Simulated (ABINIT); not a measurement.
BAs:

```
As B
1.0
     0.00000    2.38850    2.38850
     2.38850    0.00000    2.38850
     2.38850    2.38850    0.00000
As B
1 1
Direct
  0.75000 0.75000 0.75000
  0.00000 0.00000 0.00000
```

Base run:

| Property | Result |
| --- | --- |
| Program | ABINIT 10.8.3 (patched build) |
| Functional | TB-mBJ |
| Potentials or basis | JTH PAW PBE v2.0 |
| Cutoff | 490 eV |
| k mesh | 10 × 10 × 10 |
| Occupations | fermi-dirac, width 0.05 eV |
| Spin | no spin polarisation |

Its results: band gap on the k mesh 1.72 eV, indirect (least direct gap 3.77 eV).

Problem. After a change of settings the same cell gave: band gap on the k mesh 1.21 eV, indirect (least direct gap 3.27 eV). Which change was it?
A. functional from TB-mBJ to RPBE
B. functional from TB-mBJ to BLYP
C. functional from TB-mBJ to SCAN

Solution. A.

Caveats: the constant c of TB-mBJ comes from the pseudo density here, which moves gaps by up to 0.3 eV between sets of potentials (some runs).
